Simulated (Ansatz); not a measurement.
**Energy ranking of Hf₇S structures**

The calculation used Ansatz 0.2.0, DFT PBE, scalar-relativistic, plane waves, PAW. Settings: cutoff 420 eV, Γ-centred meshes spaced at most about 0.3 Å⁻¹, and about 0.25 Å⁻¹ or finer for metals (2π included), Gaussian smearing. No spin polarisation.

The zero of energy is the elements' standard structures at the same level; no fitted shifts are applied.

These are static total energies at zero pressure. Larger cells and other orderings weren't all tried, so the list isn't exhaustive. Spin–orbit coupling, which can matter for Hf, is left out. The reference form of S is held partly by dispersion forces, which this level lacks.

Invented guesses were relaxed alike, and ends that match in structure were merged. ΔE counts from the first row. Coordination counts Hf atoms around S (those within 1.25 times the shortest such distance or 1.15 times the sum of covalent radii, 1.27 where that leaves under three). The ends were matched against large subsets of the Crystallography Open Database and the Materials Project, so a missing match doesn't prove that a structure is unreported.

```
#                         reached from  type and space group  atoms  Å³/atom  coordination  ΔE (meV/atom)  gap on mesh (eV)  in databases
1  a cell proposed by chemical analogy       P-6m2 (No. 187)      8     21.5           S 6              0              0.00      no match
2  a cell proposed by chemical analogy       P-3m1 (No. 164)      8     21.6           S 6             70              0.00      no match
3                          random cell        Pm-3 (No. 200)      8     21.3          S 12            333              0.00      no match
4                   SbPt7 type (Fm-3m)       Fm-3m (No. 225)      8     21.1          S 12            360              0.00      no match
```

The lowest: Space group P-6m2 (No. 187), hexagonal, a = 3.267 Å, c = 18.607 Å. Hf on a site of symmetry 3m has 3 S at 2.62 Å, 9 Hf at 3.10–3.27 Å and 1 Hf at 3.62 Å; Hf on a second site of symmetry 3m has 12 Hf at 3.10–3.27 Å; Hf on a third site of symmetry 3m has 12 Hf at 3.13–3.27 Å; around Hf on a site of symmetry -6m2 lie 12 Hf at 3.13–3.27 Å; around S lie 6 Hf at 2.62 Å and 6 S at 3.27 Å. Its energy over the elements is −0.36 eV/atom. Whether it is stable depends on the other phases of the system, which aren't compared here. An observed structure of this formula, if there is one, may be missing.

```
CELL_PARAMETERS angstrom
3.26665 0.00000 0.00000
-1.63332 2.82900 0.00000
0.00000 0.00000 18.60651
ATOMIC_POSITIONS crystal
Hf 0.33333 0.66667 0.09739
Hf 0.33333 0.66667 0.90261
Hf 0.66667 0.33333 0.77007
Hf 0.33333 0.66667 0.36595
Hf 0.66667 0.33333 0.50000
Hf 0.66667 0.33333 0.22993
Hf 0.33333 0.66667 0.63405
S 0.00000 0.00000 0.00000
```

The second: Space group P-3m1 (No. 164), trigonal, a = 3.264 Å, c = 18.723 Å. Hf on a site of symmetry -3m is surrounded by 12 Hf at 3.16–3.26 Å; Hf on a site of symmetry 3m has 12 Hf at 3.16–3.26 Å; around Hf on a second site of symmetry 3m lie 12 Hf at 3.08–3.26 Å; S is surrounded by 6 Hf at 2.62 Å and 6 S at 3.26 Å; 1 more site not described. Counting Hf atoms around S, the first and the second both have S 6. Cells relaxed within their symmetry can be saddle points. Some structure types and database cells were kept out of the candidates from the start, so a known form may be missing.
